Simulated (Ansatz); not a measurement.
**TiAl: distorted cells**

Theory: DFT PBEsol, scalar-relativistic, plane waves, PAW (Ansatz).

Cutoff 420 eV; k points 14×14×14 on the computed 2-atom cell (Γ-centred); Gaussian smearing, width 0.10 eV; no spin polarisation.

Reference cell:

```
CELL_PARAMETERS angstrom
3.17906 0.00000 0.00000
0.00000 3.17906 0.00000
0.00000 0.00000 3.17906
ATOMIC_POSITIONS crystal
Ti 0.00000 0.00000 0.00000
Al 0.50000 0.50000 0.50000
```

Each variant moves atoms of this cell by the vectors given, if any (Å), and then applies a symmetric strain (tensor components, Cartesian axes). The reference cell isn't relaxed at this level. Energies are per atom at zero smearing, counted from the lowest variant. Pressure is positive in compression.

1. strain (xx yy zz yz xz xy, %) 3.83 3.83 3.83 0.00 0.00 0.00
2. strain (xx yy zz yz xz xy, %) 1.86 1.86 1.86 0.00 0.00 0.00
3. strain (xx yy zz yz xz xy, %) 4.39 4.39 4.39 0.00 0.00 0.00

```tsv
result	ΔE (meV/atom)	P (GPa)
A	0.0	-7.84
B	63.7	-12.17
C	87.0	-13.19
```

Q: Which variant gave which result?

A: A is 2, B is 1, C is 3. The pressure falls as the cell grows: from the smallest volume to the largest the variants are 2, 1, 3.